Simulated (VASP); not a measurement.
Set up this calculation in VASP 6.6.1, as the native input.

```
Task                   : single point
Functional             : BLYP
Potentials or basis    : VASP PAW PBE potentials, release 64 (Zn)
Cutoff                 : 520 eV
k mesh                 : 10 × 10 × 15
Occupations            : fermi-dirac, width 0.1 eV
Spin                   : no spin polarisation
Dipole correction      : no
Further INCAR settings : ALGO = Fast; EDIFF = 1e-07; NBANDS = 25
```

The structure of Zn lies in POSCAR:

```
Zn
1.0
    4.7746114370      0.0000000000      0.0000000000
   -2.3873057185      4.1349347976      0.0000000000
    0.0000000000      0.0000000000      2.6852429711
Zn
3
Direct
    0.0000000000      1.0000000000      1.0000000000
    0.3333333333      0.6666666667      0.5000000000
    0.6666666667      0.3333333333      0.5000000000
```

This isn't the form of Zn at room conditions, which is hcp.

The input as run:

INCAR

```
SYSTEM = Zn
PREC = Accurate
ENCUT = 520
EDIFF = 1E-7
ISMEAR = -1
SIGMA = 0.1
LREAL = .FALSE.
LASPH = .TRUE.
NELM = 100
ALGO = Fast
ISIF = 2
LWAVE = .FALSE.
LCHARG = .FALSE.
GGA = B5
ALDAX = 1.0
AGGAX = 1.0
AGGAC = 1.0
ALDAC = 0.0
NBANDS = 25
```

KPOINTS

```
regular mesh
0
G
  10 10 15
  0 0 0
```

Potentials or basis: VASP PAW PBE potentials, release 64 (Zn).

The run is started by

```bash
$ cat potpaw_PBE.64/Zn/POTCAR > POTCAR
$ mpirun -np 1 vasp_std > vasp.out
```

It gave:

```
Pressure               : 0.2 GPa
Band gap on the k mesh : none (metal or under the smearing width)
```

Caveat: the PAW data sets were made with another functional, which shifts forces and pressure a little.

Wall time 86 s on 1 thread of Intel(R) Xeon(R) Platinum 8488C (Sapphire Rapids), with other jobs on the host, peak memory 0.23 GiB.
